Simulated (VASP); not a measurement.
# Sn (Immm) in VASP: settings compared

The runs below take Sn through single point, with revPBE, PBEsol.

Everything below comes from runs of VASP 6.6.1. Logs are shortened: lines on timing, memory, paths and dates and some standing lists are left out, and cuts for length are marked.

**1. The crystal as given**

Symmetry: Immm, No. 71, orthorhombic system. Conventional cell: a = 3.453 Å, b = 3.551 Å, c = 4.677 Å, α = 90.00°, β = 90.00°, γ = 90.00°. Around Sn (site symmetry mmm) lie 12 Sn at 3.41 to 3.55 Å.

This isn't the form of Sn at room conditions, which is tetragonal (white tin).

**2. Single point, revPBE**

File INCAR:

```
PREC = Accurate ; ENCUT = 520
EDIFF = 1E-7 ; ISMEAR = -1
SIGMA = 0.01 ; LREAL = False
LASPH = True ; NELM = 100
ALGO = Normal ; ISIF = 2
LWAVE = False ; LCHARG = False
GGA = RE ; NBANDS = 13
```

File KPOINTS:

```
Automatic mesh
0
Gamma
  11 11 11
```

File POSCAR:

```
Sn
1.0
   -1.7265390000      1.7755470000      2.3383420000
    1.7265390000     -1.7755470000      2.3383420000
    1.7265390000      1.7755470000     -2.3383420000
Sn
1
Direct
    0.0000000000      0.0000000000      0.0000000000
```

Potentials or basis: VASP PAW PBE potentials, release 64 (Sn_d).

Started as:

```
> cat potpaw_PBE.64/Sn_d/POTCAR > POTCAR
> mpirun -np 1 vasp_std > vasp.out
```

OUTCAR:

```text
PREC = Accurate
   ENCUT = 520
   EDIFF = 1E-7
   ISMEAR = -1
   LREAL = False
   LASPH = True
   NELM = 100
   ISIF = 2
   GGA = RE

 ion  position               nearest neighbor table
   1  0.000  0.000  0.000-

  LATTYP: Found a body centered orthorhombic cell.
 ALAT       =     3.4530780000
 B/A-ratio  =     1.0283851103
 C/A-ratio  =     1.3543522620

  Lattice vectors:

 A1 = (  -1.7265390000,   1.7755470000,   2.3383420000)
 A2 = (   1.7265390000,  -1.7755470000,   2.3383420000)
 A3 = (   1.7265390000,   1.7755470000,  -2.3383420000)

Analysis of symmetry for initial positions (statically):
=====================================================================
 Subroutine PRICEL returns:
 Original cell was already a primitive cell.

 Routine SETGRP: Setting up the symmetry group for a
 body centered orthorhombic supercell.

 Subroutine GETGRP returns: Found  8 space group operations
 (whereof  8 operations were pure point group operations)
 out of a pool of  8 trial point group operations.

The static configuration has the point symmetry D_2h.

Analysis of symmetry for dynamics (positions and initial velocities):
=====================================================================
 Subroutine PRICEL returns:
 Original cell was already a primitive cell.

 Routine SETGRP: Setting up the symmetry group for a
 body centered orthorhombic supercell.

 Subroutine GETGRP returns: Found  8 space group operations
 (whereof  8 operations were pure point group operations)
 out of a pool of  8 trial point group operations.

The dynamic configuration has the point symmetry D_2h.

 Subroutine INISYM returns: Found  8 space group operations
 (whereof  8 operations are pure point group operations),
 and found     1 'primitive' translations

----------------------------------------------------------------------------------------

                                     Primitive cell

  volume of cell :      28.6732

  direct lattice vectors                    reciprocal lattice vectors
    -1.726539000  1.775547000  2.338342000     0.000000000  0.281603359  0.213826720
     1.726539000 -1.775547000  2.338342000     0.289596702  0.000000000  0.213826720
     1.726539000  1.775547000 -2.338342000     0.289596702  0.281603359  0.000000000

  length of vectors
     3.406075069  3.406075069  3.406075069     0.353584952  0.359983494  0.403938983

  position of ions in fractional coordinates (direct lattice)
     0.000000000  0.000000000  0.000000000

  ion indices of the primitive-cell ions
   primitive index   ion index
                 1           1

----------------------------------------------------------------------------------------

 KPOINTS: Automatic mesh

Automatic generation of k-mesh.
 Grid dimensions read from file:
 generate k-points for:   11   11   11

 Generating k-lattice:

  Cartesian coordinates                     Fractional coordinates (reciprocal lattice)
     0.000000000  0.025600305  0.019438793     0.090909091  0.000000000 -0.000000000
     0.026326973  0.000000000  0.019438793     0.000000000  0.090909091  0.000000000
     0.026326973  0.025600305  0.000000000    -0.000000000  0.000000000  0.090909091

  Length of vectors
     0.032144087  0.032725772  0.036721726

  Shift w.r.t. Gamma in fractional coordinates (k-lattice)
     0.000000000  0.000000000  0.000000000

 Subroutine IBZKPT returns following result:
 ===========================================

 Found    216 irreducible k-points:

 Following reciprocal coordinates:
            Coordinates               Weight
  0.000000  0.000000  0.000000      1.000000
  0.090909  0.000000  0.000000      4.000000
  0.181818 -0.000000  0.000000      4.000000
  0.272727  0.000000  0.000000      4.000000
  0.363636 -0.000000  0.000000      4.000000
  0.454545  0.000000  0.000000      4.000000
[... 16 lines left out ...]
  0.454545  0.181818  0.000000      8.000000
 -0.454545  0.181818  0.000000      8.000000
 [... further k-points ...]
   k-points           NKPTS =    216   k-points in BZ     NKDIM =    216   number of bands    NBANDS=     13
   number of dos      NEDOS =    301   number of ions     NIONS =      1
   total plane-waves  NPLWV =  21952
   dimension x,y,z NGX =    28 NGY =   28 NGZ =   28
   dimension x,y,z NGXF=    56 NGYF=   56 NGZF=   56
   ions per type =               1
   NGX,Y,Z   is equivalent  to a cutoff of  13.67, 13.67, 13.67 a.u.
   NGXF,Y,Z  is equivalent  to a cutoff of  27.33, 27.33, 27.33 a.u.
 SYSTEM =  unknown system
   PREC   = accura    normal or accurate (medium, high low for compatibility)
   ISTART =      0    job   : 0-new  1-cont  2-samecut
   ICHARG =      2    charge: 1-file 2-atom 10-const
   ISPIN  =      1    spin polarized calculation?
   LNONCOLLINEAR =      F non collinear calculations
   LSORBIT =      F    spin-orbit coupling
   LASPH  =      T    aspherical Exc in radial PAW
   ENCUT  =  520.0 eV  38.22 Ry    6.18 a.u.   6.33  6.33  6.33*2*pi/ulx,y,z
   NELM   =    100;   NELMIN=  2; NELMDL= -5     # of ELM steps
   EDIFF  = 0.1E-06   stopping-criterion for ELM
   LREAL  =      F    real-space projection
   EDIFFG = 0.1E-05   stopping-criterion for IOM
   NSW    =      0    number of steps for IOM
   IBRION =     -1    ionic relax: 0-MD 1-quasi-New 2-CG
   NFREE  =      0    steps in history (QN), initial steepest desc. (CG)
   ISIF   =      2    stress and relaxation
   ISYM   =      2    0-nonsym 1-usesym 2-fastsym
   POTIM  = 0.5000    time-step for ionic-motion
   TEBEG  =    0.0;   TEEND  =   0.0 temperature during run
   PSTRESS=    0.0 pullay stress
   NELECT =      14.0000    total number of electrons
   NUPDOWN=      -1.0000    fix difference up-down
   EMIN   =  10.00;   EMAX   =-10.00  energy-range for DOS
   EFERMI =   0.00;   METHOD = LEGACY
   ISMEAR =    -1;   SIGMA  =   0.01  broadening in eV -4-tet -1-fermi 0-gaus
   EFERMI_NEDOS =   21; number of points for ismear=-14 and -15
   IALGO  =     38    algorithm
   IMIX   =      4    mixing-type and parameters
     AMIX     =   0.40;   BMIX     =  1.00
     AMIX_MAG =   1.60;   BMIX_MAG =  1.00
  volume/ion in A,a.u.               =      28.67       193.50
  Fermi-wavevector in a.u.,A,eV,Ry     =   1.289116  2.436076 22.610433  1.661820
  Thomas-Fermi vector in A             =   2.421028
   LORBIT       =      0    0 simple, 1 ext, 2 COOP (PROOUT), +10 PAW based schemes
   GGA     = RE    functional components
   LHFCALC =     F    Hartree Fock is set to
   AEXX    =    0.0000 exact exchange contribution
   IVDW    =     0    specifies the selected vdW correction
   LEPSILON=     F    determine dielectric tensor
   LRPA    =     F    only Hartree local field effects (RPA)
 non-spin polarized calculation
  energy-cutoff  :      520.00
  volume of cell :       28.67
 maximum number of plane-waves:       788
 NGX is ok and might be reduce to    28
   NGX = 13   NGY = 13   NGZ = 13

 number of electron      13.9999998 magnetization

 Free energy of the ion-electron system (eV)
  ---------------------------------------------------
  ext. energy  EPLUGINS =         0.00000000
  ---------------------------------------------------
  free energy    TOTEN  =        -3.48374966 eV

  energy without entropy =       -3.48357827  energy(sigma->0) =       -3.48366396

 E-fermi :   7.6146     XC(G=0): -10.0562

 val. band max:        7.5830970483   @ k =   0.1818   0.1818   0.1818
 cond. band min:       7.6162290315   @ k =   0.4545   0.2727   0.0909
 fundamental gap:      0.0331319832
 Fermi energy:         7.6146188461

 k-point     1 :       0.0000    0.0000    0.0000
  band No.  band energies     occupation
      1     -14.0172      2.00000
      2     -14.0016      2.00000
      3     -13.9827      2.00000
      4     -13.9546      2.00000
      5     -13.9199      2.00000
      6      -3.1549      2.00000
      7      14.6646      0.00000
      8      14.8062      0.00000
      9      15.2168      0.00000
     10      18.1704      0.00000
     11      18.6945      0.00000
     12      19.2073      0.00000
     13      19.3635      0.00000

 k-point     2 :       0.0909    0.0000    0.0000
  band No.  band energies     occupation
      1     -14.0134      2.00000
      2     -13.9962      2.00000
      3     -13.9814      2.00000
      4     -13.9529      2.00000
      5     -13.9207      2.00000
      6      -2.9953      2.00000
      7      13.0838      0.00000
      8      14.6076      0.00000
      9      14.9054      0.00000
     10      17.5496      0.00000
     11      19.3011      0.00000
     12      19.7739      0.00000
     13      20.7975      0.00000

 k-point     3 :       0.1818   -0.0000    0.0000
  band No.  band energies     occupation
      1     -14.0058      2.00000
      2     -13.9896      2.00000
      3     -13.9785      2.00000
      4     -13.9402      2.00000
      5     -13.9202      2.00000
      6      -2.5166      2.00000
      7      10.3642      0.00000
      8      14.2636      0.00000
      9      14.2924      0.00000
     10      17.2077      0.00000
     11      19.7062      0.00000
     12      19.7079      0.00000
     13      20.6216      0.00000
[... 305 lines left out ...]
 k-point    23 :       0.4545    0.1818    0.0000
  band No.  band energies     occupation
      1     -14.0112      2.00000
      2     -13.9723      2.00000
      3     -13.9549      2.00000
      4     -13.9044      2.00000
      5     -13.8760      2.00000
      6       1.2372      2.00000
      7       3.8865      2.00000
      8       9.4641      0.00000
      9      12.0828      0.00000
     10      15.2375      0.00000
     11      19.9359      0.00000
     12      21.2119      0.00000
     13      22.8681      0.00000

 k-point    24 :      -0.4545    0.1818    0.0000
  band No.  band energies     occupation
      1     -14.0168      2.00000
      2     -13.9777      2.00000
      3     -13.9506      2.00000
      4     -13.9126      2.00000
      5     -13.8742      2.00000
      6       0.2312      2.00000
      7       5.3333      2.00000
      8      10.0791      0.00000
      9      11.7692      0.00000
     10      14.9512      0.00000
     11      20.0059      0.00000
     12      21.0342      0.00000
     13      22.4253      0.00000

 [... further k-points ...]

------------------------ aborting loop because EDIFF is reached ----------------------------------------

  FORCE on cell =-STRESS in cart. coord.  units (eV):
  Direction    XX          YY          ZZ          XY          YZ          ZX
  --------------------------------------------------------------------------------------
  -------------------------------------------------------------------------------------
  Total        0.1087135     -0.2373090      0.0550484      0.0000000      0.0000000      0.0000000
  in kB        6.0745989    -13.2601456      3.0759462      0.0000000      0.0000000      0.0000000
  external PRESSURE =      -1.3698668 kB  Pullay stress =       0.0000000 kB

 VOLUME and BASIS-vectors are now :
 -----------------------------------------------------------------------------
  energy-cutoff  :      520.00
  volume of cell :       28.67
      direct lattice vectors                 reciprocal lattice vectors
    -1.726539000  1.775547000  2.338342000     0.000000000  0.281603359  0.213826720
     1.726539000 -1.775547000  2.338342000     0.289596702  0.000000000  0.213826720
     1.726539000  1.775547000 -2.338342000     0.289596702  0.281603359  0.000000000

 POSITION                                       TOTAL-FORCE (eV/Angst)
 -----------------------------------------------------------------------------------
      0.00000      0.00000      0.00000        -0.000000     -0.000000      0.000000
 -----------------------------------------------------------------------------------
    total drift:                                0.000000     -0.000000     -0.000000

  FREE ENERGIE OF THE ION-ELECTRON SYSTEM (eV)
  ---------------------------------------------------
  free  energy   TOTEN  =        -3.4837496586 eV

  energy  without entropy=       -3.4835782712  energy(sigma->0) =       -3.48366396
```

Run time: 40 s. Hardware: 1 thread of Intel Xeon Platinum 8488C (Sapphire Rapids), shared host; peak memory 0.21 GiB.

Results:

```
Free energy            : -3.4837 eV
Pressure               : -0.1 GPa
Band gap on the k mesh : none (metal or under the smearing width)
```

Stress tensor (GPa, compression positive):
```
 0.61  0.00  0.00
 0.00 -1.33  0.00
 0.00  0.00  0.31
```

Caveat: the PAW data sets were made with another functional, which shifts forces and pressure a little.

**3. Single point, PBEsol, non-collinear spin, zero start, spin-orbit coupling (volume scaled by 1.15)**

File INCAR:

```
SYSTEM = Sn
  PREC = Accurate
  ENCUT = 520
  EDIFF = 1E-6
  ISMEAR = 0
  SIGMA = 0.025
  LREAL = .False.
  LASPH = .True.
  NELM = 150
  ALGO = Normal
  ISIF = 2
  LWAVE = .False.
  LCHARG = .False.
  LNONCOLLINEAR = .True.
  MAGMOM = 0 0 0
  LORBIT = 11
  LSORBIT = .True.
  GGA_COMPAT = .False.
  LORBMOM = .True.
  GGA = PS
  NBANDS = 25
```

File KPOINTS:

```
regular mesh
0
Gamma
  10 10 10
  0 0 0
```

File POSCAR:

```
Sn
1.0
   -1.8088768750      1.8602220450      2.4498564850
    1.8088768750     -1.8602220450      2.4498564850
    1.8088768750      1.8602220450     -2.4498564850
Sn
1
Direct
    0.0000000000      0.0000000000      0.0000000000
```

Potentials or basis: VASP PAW PBE potentials, release 64 (Sn_d).

Started as:

```
> cat potpaw_PBE.64/Sn_d/POTCAR > POTCAR
> mpirun -np 1 vasp_ncl > vasp.out
```

OUTCAR:

```text
SYSTEM = Sn
   PREC = Accurate
   ENCUT = 520
   EDIFF = 1E-6
   ISMEAR = 0
   LREAL = .False.
   LASPH = .True.
   NELM = 150
   ISIF = 2
   LNONCOLLINEAR = .True.
   LORBIT = 11
   LSORBIT = .True.
   GGA = PS

 ion  position               nearest neighbor table
   1  0.000  0.000  0.000-

  LATTYP: Found a body centered orthorhombic cell.
 ALAT       =     3.6177537500
 B/A-ratio  =     1.0283851105
 C/A-ratio  =     1.3543522607

  Lattice vectors:

 A1 = (  -1.8088768750,   1.8602220450,   2.4498564850)
 A2 = (   1.8088768750,  -1.8602220450,   2.4498564850)
 A3 = (   1.8088768750,   1.8602220450,  -2.4498564850)

Analysis of symmetry for initial positions (statically):
=====================================================================
[... 921 lines left out ...]
 ----------------------------------------
            0.000  -0.000   0.000

 Spin-Orbit-Coupling matrix elements

 Ion:    1  E_soc:     -0.1105995
 l=   1
     0.0000000    -0.0124487    -0.0120961
    -0.0124487     0.0000000    -0.0123535
    -0.0120961    -0.0123535     0.0000000
 l=   2
     0.0000000    -0.0012234     0.0000000    -0.0012213    -0.0049081
    -0.0012234     0.0000000    -0.0036728    -0.0012328    -0.0012344
     0.0000000    -0.0036728     0.0000000    -0.0036757     0.0000000
    -0.0012213    -0.0012328    -0.0036757     0.0000000    -0.0012330
    -0.0049081    -0.0012344     0.0000000    -0.0012330     0.0000000
 l=   3
     0.0000000     0.0000000     0.0000000     0.0000000     0.0000000     0.0000000     0.0000000
     0.0000000     0.0000000     0.0000000     0.0000000     0.0000000     0.0000000     0.0000000
     0.0000000     0.0000000     0.0000000     0.0000000     0.0000000     0.0000000     0.0000000
     0.0000000     0.0000000     0.0000000     0.0000000     0.0000000     0.0000000     0.0000000
     0.0000000     0.0000000     0.0000000     0.0000000     0.0000000     0.0000000     0.0000000
     0.0000000     0.0000000     0.0000000     0.0000000     0.0000000     0.0000000     0.0000000
     0.0000000     0.0000000     0.0000000     0.0000000     0.0000000     0.0000000     0.0000000

 total charge

# of ion       s       p       d       tot
------------------------------------------
    1        1.309   0.779   9.951  12.040

 magnetization (x)

# of ion       s       p       d       tot
------------------------------------------
    1        0.000   0.000  -0.000  -0.000

 magnetization (y)

# of ion       s       p       d       tot
------------------------------------------
    1        0.000   0.000   0.000   0.000

 magnetization (z)

# of ion       s       p       d       tot
------------------------------------------
    1        0.000  -0.000   0.000  -0.000
```

stdout:

```text
POSCAR found type information on POSCAR Sn
 POSCAR found :  1 types and       1 ions
 scaLAPACK will be used
 -----------------------------------------------------------------------------
|                                                                             |
|                                                                             |
|     You enforced a specific xc type in the INCAR file but a different       |
|     I HOPE YOU KNOW WHAT YOU ARE DOING!                                     |
|                                                                             |
 -----------------------------------------------------------------------------

 LDA part: xc-table for (Slater+PW92), standard interpolation
 POSCAR, INCAR and KPOINTS ok, starting setup
 FFT: planning ... GRIDC
 FFT: planning ... GRID_SOFT
 FFT: planning ... GRID
 WAVECAR not read
 entering main loop
```

Run time: 2.5 min. Hardware: 1 thread of AMD EPYC 9R45 (Zen 5), shared host; peak memory 0.34 GiB.

Results:

- Free energy: -4.1094 eV
- Pressure: -7.4 GPa
- Net moment: 0.00 μB per cell
- Valence electrons inside the program's atomic spheres: Sn 12.04

Stress tensor (GPa, compression positive):
```
-7.05  0.00  0.00
 0.00 -8.16  0.00
 0.00  0.00 -7.01
```

Moments on the atoms (μB; x, y, z):
```
Sn  0.00 0.00 0.00
```

Caveat: the PAW data sets were made with another functional, which shifts forces and pressure a little.
